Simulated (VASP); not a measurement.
# PbS (Galena) (Fm-3m) in VASP: settings compared, part 2 of 2

VASP 6.6.1. Earlier steps stand in the parts before.

### Step 5. Relaxation of cell and atoms, AM05

This run uses another cell than the first one, of 25.97 Å³/atom, 0.996 times its volume.

INCAR

```
SYSTEM = PbS
PREC     = Accurate       ! precision mode
ENCUT    = 600            ! plane-wave cutoff, eV
EDIFF    = 1E-7           ! SCF threshold, eV
ISMEAR   = 0              ! smearing method
SIGMA    = 0.03           ! smearing width, eV
LREAL    = .False.        ! projectors in reciprocal space
LASPH    = .True.         ! aspherical terms in the spheres
NELM     = 80             ! most SCF steps
ALGO     = Normal         ! electronic algorithm
ISIF     = 3              ! what is computed and relaxed
LWAVE    = .False.        ! write WAVECAR
LCHARG   = .False.        ! write CHGCAR
GGA      = AM             ! functional
IBRION   = 2              ! ionic algorithm
NSW      = 90             ! ionic steps
EDIFFG   = -0.005         ! ionic threshold
```

KPOINTS

```
regular mesh
0
Gamma
  8 8 8
  0 0 0
```

POSCAR

```
PbS                                     
1.0
   -0.0000000000      2.9613601592      2.9613601592
    2.9613601592      0.0000000000      2.9613601592
    2.9613601592      2.9613601592      0.0000000000
  Pb              S             
     1     1
Direct
     0.0000000000000000    0.0000000000000000    0.0000000000000000
     0.5000000000000000    0.5000000000000000    0.5000000000000000
```

Potentials or basis: VASP PAW PBE potentials, release 64 (Pb_d, S).

The run is started by

```sh
$ cat potpaw_PBE.64/Pb_d/POTCAR potpaw_PBE.64/S/POTCAR > POTCAR
$ mpirun -np 1 vasp_std > vasp.out
```

OUTCAR:

```text
SYSTEM = PbS
   PREC = Accurate
   ENCUT = 600
   EDIFF = 1E-7
   ISMEAR = 0
   LREAL = .False.
   LASPH = .True.
   NELM = 80
   ISIF = 3
   GGA = AM
   IBRION = 2
   NSW = 90
   EDIFFG = -0.005

 ion  position               nearest neighbor table
   1  0.000  0.000  0.000-   2 2.96   2 2.96   2 2.96   2 2.96   2 2.96   2 2.96
   2  0.500  0.500  0.500-   1 2.96   1 2.96   1 2.96   1 2.96   1 2.96   1 2.96

  LATTYP: Found a face centered cubic cell.
 ALAT       =     5.9227203184

  Lattice vectors:

 A1 = (   0.0000000000,   2.9613601592,   2.9613601592)
 A2 = (   2.9613601592,   0.0000000000,   2.9613601592)
 A3 = (   2.9613601592,   2.9613601592,   0.0000000000)

Analysis of symmetry for initial positions (statically):
=====================================================================
 Subroutine PRICEL returns:
 Original cell was already a primitive cell.

 Routine SETGRP: Setting up the symmetry group for a
 face centered cubic supercell.

 Subroutine GETGRP returns: Found 48 space group operations
 (whereof 48 operations were pure point group operations)
 out of a pool of 48 trial point group operations.
[... 172 lines left out ...]

 k-point     1 :       0.0000    0.0000    0.0000
  band No.  band energies     occupation
      1     -10.9997      2.00000
      2     -10.9997      2.00000
      3     -10.9997      2.00000
      4     -10.9834      2.00000
      5     -10.9834      2.00000
      6      -7.8023      2.00000
      7      -0.2265      2.00000
      8       3.6228      2.00000
      9       3.6228      2.00000
     10       3.6228      2.00000
     11      11.0042      0.00000
     12      11.0042      0.00000
     13      11.0042      0.00000
     14      12.5022      0.00000
[... 377 lines left out ...]
      1     -11.0549      2.00000
      2     -11.0013      2.00000
      3     -10.9835      2.00000
      4     -10.9699      2.00000
      5     -10.9483      2.00000
      6      -6.2840      2.00000
      7      -2.7428      2.00000
      8       2.3350      2.00000
      9       2.7613      2.00000
     10       4.8135      2.00000
     11       7.3272      0.00000
     12       9.1946      0.00000
     13       9.8296      0.00000
     14      13.7888      0.00000

 [... further k-points ...]
[... 5 lines left out ...]
  --------------------------------------------------------------------------------------
  -------------------------------------------------------------------------------------
  Total        0.0015794      0.0015794      0.0015794      0.0000000      0.0000000     -0.0000000
  in kB        0.0487198      0.0487198      0.0487198      0.0000000      0.0000000     -0.0000000
  external PRESSURE =       0.0487198 kB  Pullay stress =       0.0000000 kB

 VOLUME and BASIS-vectors are now :
 -----------------------------------------------------------------------------
  energy-cutoff  :      600.00
  volume of cell :       51.94
      direct lattice vectors                 reciprocal lattice vectors
     0.000000000  2.961360159  2.961360159    -0.168841334  0.168841334  0.168841334
     2.961360159  0.000000000  2.961360159     0.168841334 -0.168841334  0.168841334
     2.961360159  2.961360159  0.000000000     0.168841334  0.168841334 -0.168841334

 POSITION                                       TOTAL-FORCE (eV/Angst)
 -----------------------------------------------------------------------------------
      0.00000      0.00000      0.00000         0.000000      0.000000     -0.000000
      2.96136      2.96136      2.96136         0.000000      0.000000      0.000000
 -----------------------------------------------------------------------------------
    total drift:                                0.000000      0.000000      0.000000

  FREE ENERGIE OF THE ION-ELECTRON SYSTEM (eV)
  ---------------------------------------------------
  free  energy   TOTEN  =        -8.9069021806 eV

  energy  without entropy=       -8.9069021806  energy(sigma->0) =       -8.90690218

 reached required accuracy - stopping structural energy minimisation
```

OSZICAR:

```text
N       E                     dE             d eps       ncg     rms          rms(c)
DAV:   1     0.171480828034E+03    0.17148E+03   -0.10785E+04   812   0.168E+03
DAV:   2     0.535635668242E+01   -0.16612E+03   -0.16255E+03   848   0.384E+02
DAV:   3    -0.890628397391E+01   -0.14263E+02   -0.14093E+02  1088   0.112E+02
DAV:   4    -0.928887863787E+01   -0.38259E+00   -0.38234E+00   882   0.211E+01
DAV:   5    -0.930266852393E+01   -0.13790E-01   -0.13790E-01  1194   0.411E+00    0.445E+00
DAV:   6    -0.890335807855E+01    0.39931E+00   -0.12272E+00  1208   0.871E+00    0.302E+00
DAV:   7    -0.890387120360E+01   -0.51313E-03   -0.12845E-01   874   0.211E+00    0.166E+00
DAV:   8    -0.890691642096E+01   -0.30452E-02   -0.14894E-02   884   0.157E+00    0.195E-01
DAV:   9    -0.890668511968E+01    0.23130E-03   -0.27643E-03  1272   0.551E-01    0.810E-02
DAV:  10    -0.890688552372E+01   -0.20040E-03   -0.37100E-04   842   0.130E-01    0.410E-02
DAV:  11    -0.890689966615E+01   -0.14142E-04   -0.70620E-05   994   0.988E-02    0.132E-02
DAV:  12    -0.890690184682E+01   -0.21807E-05   -0.59741E-06   962   0.254E-02    0.259E-03
DAV:  13    -0.890690206959E+01   -0.22277E-06   -0.26386E-07   932   0.673E-03    0.139E-03
DAV:  14    -0.890690217415E+01   -0.10456E-06   -0.26516E-07   812   0.333E-03    0.713E-04
DAV:  15    -0.890690218061E+01   -0.64651E-08   -0.42406E-09   574   0.815E-04
   1 F= -.89069022E+01 E0= -.89069022E+01  d E =-.890690E+01
```

CONTCAR:

```text
PbS
   1.00000000000000
     0.0000000000000000    2.9613601591999998    2.9613601591999998
     2.9613601591999998    0.0000000000000000    2.9613601591999998
     2.9613601591999998    2.9613601591999998    0.0000000000000000
  Pb              S
     1     1
Direct
     0.0000000000000000    0.0000000000000000    0.0000000000000000
     0.5000000000000000    0.5000000000000000    0.5000000000000000

  0.00000000E+00  0.00000000E+00  0.00000000E+00
  0.00000000E+00  0.00000000E+00  0.00000000E+00
```

It took 30 s on 1 thread of Intel Xeon Platinum 8259CL at 2.50GHz (Skylake/Cascade Lake), shared host; peak memory 0.21 GiB.

Results:

| Property | Result |
| --- | --- |
| Free energy | -8.9069 eV |
| Pressure after relaxing | 0.0 GPa |
| Band gap on the k mesh | 0.32 eV, direct |

Final structure:
```
CELL_PARAMETERS angstrom
0.00000 2.96136 2.96136
2.96136 0.00000 2.96136
2.96136 2.96136 0.00000
ATOMIC_POSITIONS crystal
Pb 0.00000 0.00000 0.00000
S 0.50000 0.50000 0.50000
```

Levels at points of the mesh, in eV from the valence-band top:
| k point | band 6 | band 7 | band 8 | band 9 | band 10 | band 11 | band 12 | band 13 | band 14 |
| --- | --- | --- | --- | --- | --- | --- | --- | --- | --- |
| (0.00, 0.00, 0.00) | -13.62 | -6.04 | -2.19 | -2.19 | -2.19 | 5.19 | 5.19 | 5.19 | 6.69 |
| (0.50, 0.00, 0.00) | -12.33 | -8.93 | -1.79 | -1.79 | 0.00 | 0.32 | 1.91 | 1.91 | 8.63 |
| (0.50, 0.50, 0.00) | -11.89 | -7.26 | -5.26 | -3.48 | -3.48 | 3.80 | 5.58 | 5.68 | 5.68 |

Caveat: the relaxation stopped at its first step, so nothing moved; the PAW data sets were made with another functional, which shifts forces and pressure a little; spin-orbit coupling is left out, which as a rule narrows the gap of such compounds by several tenths of an eV. A k mesh can miss the band edges.

### Step 6. Relaxation of cell and atoms, PBE

INCAR

```
SYSTEM = PbS
ALGO = Normal
EDIFF = 1E-6
EDIFFG = -0.01
ENCUT = 600
GGA = PE
IBRION = 2
ISIF = 3
ISMEAR = 0
LASPH = .TRUE.
LCHARG = .FALSE.
LREAL = .FALSE.
LWAVE = .FALSE.
NELM = 80
NSW = 90
PREC = Accurate
SIGMA = 0.03
```

KPOINTS

```
k-points
0
G
  8 8 8
  0 0 0
```

POSCAR

```
PbS
1.0
    0.0000000000      2.9657500000      2.9657500000
    2.9657500000      0.0000000000      2.9657500000
    2.9657500000      2.9657500000      0.0000000000
Pb S
1 1
Direct
    0.0000000000      0.0000000000      0.0000000000
    0.5000000000      0.5000000000      0.5000000000
```

Potentials or basis: VASP PAW PBE potentials, release 64 (Pb_d, S).

The run is started by

```sh
$ cat potpaw_PBE.64/Pb_d/POTCAR potpaw_PBE.64/S/POTCAR > POTCAR
$ mpirun -np 1 vasp_std > vasp.out
```

OUTCAR:

```text
SYSTEM = PbS
   EDIFF = 1E-6
   EDIFFG = -0.01
   ENCUT = 600
   GGA = PE
   IBRION = 2
   ISIF = 3
   ISMEAR = 0
   LASPH = .TRUE.
   LREAL = .FALSE.
   NELM = 80
   NSW = 90
   PREC = Accurate

 ion  position               nearest neighbor table
   1  0.000  0.000  0.000-   2 2.97   2 2.97   2 2.97   2 2.97   2 2.97   2 2.97
   2  0.500  0.500  0.500-   1 2.97   1 2.97   1 2.97   1 2.97   1 2.97   1 2.97

  LATTYP: Found a face centered cubic cell.
 ALAT       =     5.9315000000

  Lattice vectors:

 A1 = (   0.0000000000,   2.9657500000,   2.9657500000)
 A2 = (   2.9657500000,   0.0000000000,   2.9657500000)
 A3 = (   2.9657500000,   2.9657500000,   0.0000000000)

Analysis of symmetry for initial positions (statically):
=====================================================================
 Subroutine PRICEL returns:
 Original cell was already a primitive cell.

 Routine SETGRP: Setting up the symmetry group for a
 face centered cubic supercell.

 Subroutine GETGRP returns: Found 48 space group operations
 (whereof 48 operations were pure point group operations)
 out of a pool of 48 trial point group operations.

The static configuration has the point symmetry O_h .

Analysis of symmetry for dynamics (positions and initial velocities):
=====================================================================
 Subroutine PRICEL returns:
 Original cell was already a primitive cell.

 Routine SETGRP: Setting up the symmetry group for a
 face centered cubic supercell.

 Subroutine GETGRP returns: Found 48 space group operations
 (whereof 48 operations were pure point group operations)
 out of a pool of 48 trial point group operations.

The dynamic configuration has the point symmetry O_h .

 Subroutine INISYM returns: Found 48 space group operations
 (whereof 48 operations are pure point group operations),
 and found     1 'primitive' translations

----------------------------------------------------------------------------------------

                                     Primitive cell

  volume of cell :      52.1715

  direct lattice vectors                    reciprocal lattice vectors
     0.000000000  2.965750000  2.965750000    -0.168591419  0.168591419  0.168591419
     2.965750000  0.000000000  2.965750000     0.168591419 -0.168591419  0.168591419
     2.965750000  2.965750000  0.000000000     0.168591419  0.168591419 -0.168591419

  length of vectors
     4.194203873  4.194203873  4.194203873     0.292008903  0.292008903  0.292008903

  position of ions in fractional coordinates (direct lattice)
     0.000000000  0.000000000  0.000000000
     0.500000000  0.500000000  0.500000000

  ion indices of the primitive-cell ions
   primitive index   ion index
                 1           1
                 2           2

----------------------------------------------------------------------------------------

 KPOINTS: k-points

Automatic generation of k-mesh.
 Grid dimensions read from file:
 generate k-points for:    8    8    8

 Generating k-lattice:

  Cartesian coordinates                     Fractional coordinates (reciprocal lattice)
    -0.021073927  0.021073927  0.021073927     0.125000000  0.000000000  0.000000000
[... 50 lines left out ...]
   PREC   = accura    normal or accurate (medium, high low for compatibility)
   ISTART =      0    job   : 0-new  1-cont  2-samecut
   ICHARG =      2    charge: 1-file 2-atom 10-const
   ISPIN  =      1    spin polarized calculation?
   LNONCOLLINEAR =      F non collinear calculations
   LSORBIT =      F    spin-orbit coupling
   LASPH  =      T    aspherical Exc in radial PAW
   ENCUT  =  600.0 eV  44.10 Ry    6.64 a.u.   8.38  8.38  8.38*2*pi/ulx,y,z
   NELM   =     80;   NELMIN=  2; NELMDL= -5     # of ELM steps
   EDIFF  = 0.1E-05   stopping-criterion for ELM
   LREAL  =      F    real-space projection
   EDIFFG = -.1E-01   stopping-criterion for IOM
   NSW    =     90    number of steps for IOM
   IBRION =      2    ionic relax: 0-MD 1-quasi-New 2-CG
   NFREE  =      1    steps in history (QN), initial steepest desc. (CG)
   ISIF   =      3    stress and relaxation
   ISYM   =      2    0-nonsym 1-usesym 2-fastsym
   POTIM  = 0.5000    time-step for ionic-motion
   TEBEG  =    0.0;   TEEND  =   0.0 temperature during run
   PSTRESS=    0.0 pullay stress
   NELECT =      20.0000    total number of electrons
   NUPDOWN=      -1.0000    fix difference up-down
   EMIN   =  10.00;   EMAX   =-10.00  energy-range for DOS
   EFERMI =   0.00;   METHOD = LEGACY
   ISMEAR =     0;   SIGMA  =   0.03  broadening in eV -4-tet -1-fermi 0-gaus
   EFERMI_NEDOS =   21; number of points for ismear=-14 and -15
   IALGO  =     38    algorithm
   IMIX   =      4    mixing-type and parameters
     AMIX     =   0.40;   BMIX     =  1.00
     AMIX_MAG =   1.60;   BMIX_MAG =  1.00
  volume/ion in A,a.u.               =      26.09       176.04
  Fermi-wavevector in a.u.,A,eV,Ry     =   1.189251  2.247359 19.242973  1.414319
  Thomas-Fermi vector in A             =   2.325363
   LORBIT       =      0    0 simple, 1 ext, 2 COOP (PROOUT), +10 PAW based schemes
   GGA     = PE    functional components
   LHFCALC =     F    Hartree Fock is set to
   AEXX    =    0.0000 exact exchange contribution
   IVDW    =     0    specifies the selected vdW correction
   LEPSILON=     F    determine dielectric tensor
   LRPA    =     F    only Hartree local field effects (RPA)
 conjugate gradient relaxation of ions
 non-spin polarized calculation
 Gauss-broadening in eV      SIGMA  =   0.03
  energy-cutoff  :      600.00
  volume of cell :       52.17
 maximum number of plane-waves:      1807
 NGX is ok and might be reduce to    36
   NGX = 17   NGY = 17   NGZ = 17

--------------------------------------- Ionic step        1  -------------------------------------------

 number of electron      20.0000002 magnetization

 Free energy of the ion-electron system (eV)
  ---------------------------------------------------
  ext. energy  EPLUGINS =         0.00000000
  ---------------------------------------------------
  free energy    TOTEN  =        -8.75628425 eV

  energy without entropy =       -8.75628425  energy(sigma->0) =       -8.75628425

------------------------ aborting loop because EDIFF is reached ----------------------------------------

  FORCE on cell =-STRESS in cart. coord.  units (eV):
  Direction    XX          YY          ZZ          XY          YZ          ZX
  --------------------------------------------------------------------------------------
  -------------------------------------------------------------------------------------
  Total        0.7203594      0.7203594      0.7203594      0.0000000     -0.0000000     -0.0000000
  in kB       22.1220914     22.1220914     22.1220914      0.0000000     -0.0000000     -0.0000000
  external PRESSURE =      22.1220914 kB  Pullay stress =       0.0000000 kB
[... 59 lines left out ...]
--------------------------------------- Ionic step        3  -------------------------------------------

 number of electron      19.9999998 magnetization

 Free energy of the ion-electron system (eV)
  ---------------------------------------------------
  ext. energy  EPLUGINS =         0.00000000
  ---------------------------------------------------
  free energy    TOTEN  =        -8.76983286 eV

  energy without entropy =       -8.76983286  energy(sigma->0) =       -8.76983286

 E-fermi :   5.4170     XC(G=0):  -9.5038

 val. band max:        5.2906790263   @ k =   0.5000   0.0000   0.0000
 cond. band min:       5.7878792624   @ k =   0.5000   0.0000   0.0000
 fundamental gap:      0.4972002362
 Fermi energy:         5.4169585872

 k-point     1 :       0.0000    0.0000    0.0000
  band No.  band energies     occupation
      1     -11.4382      2.00000
      2     -11.4382      2.00000
      3     -11.4382      2.00000
      4     -11.4209      2.00000
      5     -11.4209      2.00000
      6      -7.9311      2.00000
      7      -0.7759      2.00000
      8       3.3430      2.00000
      9       3.3430      2.00000
     10       3.3430      2.00000
     11      10.4280      0.00000
     12      10.4280      0.00000
     13      10.4280      0.00000
     14      12.1550      0.00000
[... 377 lines left out ...]
      1     -11.4777      2.00000
      2     -11.4364      2.00000
      3     -11.4230      2.00000
      4     -11.4125      2.00000
      5     -11.3946      2.00000
      6      -6.5847      2.00000
      7      -2.9629      2.00000
      8       2.1272      2.00000
      9       2.5209      2.00000
     10       4.4052      2.00000
     11       6.9463      0.00000
     12       8.7301      0.00000
     13       9.3139      0.00000
     14      13.3480      0.00000

 [... further k-points ...]
[... 5 lines left out ...]
  --------------------------------------------------------------------------------------
  -------------------------------------------------------------------------------------
  Total        0.0021014      0.0021014      0.0021014      0.0000000     -0.0000000      0.0000000
  in kB        0.0621163      0.0621163      0.0621163      0.0000000     -0.0000000      0.0000000
  external PRESSURE =       0.0621163 kB  Pullay stress =       0.0000000 kB
[... 17 lines left out ...]
  FREE ENERGIE OF THE ION-ELECTRON SYSTEM (eV)
  ---------------------------------------------------
  free  energy   TOTEN  =        -8.7698328556 eV

  energy  without entropy=       -8.7698328556  energy(sigma->0) =       -8.76983286

 reached required accuracy - stopping structural energy minimisation
```

CONTCAR:

```text
PbS
   1.00000000000000
     0.0000000000000000    3.0037265204716181    3.0037265204716181
     3.0037265204716181   -0.0000000000000000    3.0037265204716181
     3.0037265204716181    3.0037265204716181    0.0000000000000000
  Pb              S
     1     1
Direct
     0.0000000000000000    0.0000000000000000    0.0000000000000000
     0.5000000000000000    0.5000000000000000    0.5000000000000000

  0.00000000E+00  0.00000000E+00  0.00000000E+00
  0.00000000E+00  0.00000000E+00  0.00000000E+00
```

Wall time 41 s (1 thread of AMD EPYC 9R45 (Zen 5), shared host); peak memory 0.18 GiB.

What came out:

```yaml
Free_energy: -8.7698 eV
Relaxed_volume: 27.10 Å³/atom
Relaxed_cell: a = 4.248 Å, b = 4.248 Å, c = 4.248 Å, α = 60.00°, β = 60.00°, γ = 60.00°
Space_group_after_relaxing_to_0.05_Å: Fm-3m (No. 225)
Energy_gained_by_relaxing: 6.8 meV/atom
Ionic_steps: 3
Pressure_after_relaxing: 0.0 GPa
Band_gap_on_the_k_mesh: 0.50 eV, direct
```

The path:
```csv
step,energy change (eV),largest force (eV/Å),pressure (GPa),volume (Å³)
1,0.0000,0.0000,2.21,52.17
2,-0.0119,0.0000,-0.69,54.94
3,-0.0135,0.0000,0.01,54.20
```

Final structure:
```cif
data_structure
_symmetry_space_group_name_H-M 'P 1'
_symmetry_Int_Tables_number 1
_cell_length_a 4.2479
_cell_length_b 4.2479
_cell_length_c 4.2479
_cell_angle_alpha 60.000
_cell_angle_beta 60.000
_cell_angle_gamma 60.000
_cell_volume 54.20
loop_
_atom_site_label
_atom_site_type_symbol
_atom_site_fract_x
_atom_site_fract_y
_atom_site_fract_z
_atom_site_occupancy
Pb1 Pb 0.00000 0.00000 0.00000 1
S1 S 0.50000 0.50000 0.50000 1
```

Caveat: spin-orbit coupling is left out, which as a rule narrows the gap of such compounds by several tenths of an eV.

### Step 7. Overview

| level | gap on the mesh (eV) | pressure (GPa) |
| --- | --- | --- |
| PBEsol | 0.20 | 0.0 |
| AM05 | 0.32 | 0.0 |
| PBE | 0.50 | 0.0 |

Alike in all rows: task relaxation of cell and atoms; potentials or basis VASP PAW PBE potentials, release 64 (Pb_d, S); no spin polarisation; cell relaxed; k mesh 8 × 8 × 8; cutoff (eV) 600; smearing gaussian 0.03 eV.

Caveats: spin-orbit coupling is left out, which as a rule narrows the gap of such compounds by several tenths of an eV; the relaxation stopped at its first step, so nothing moved (some runs); the PAW data sets were made with another functional, which shifts forces and pressure a little (some runs).

Total energies depend on the potentials used, so only differences within one code and one set of settings carry meaning.
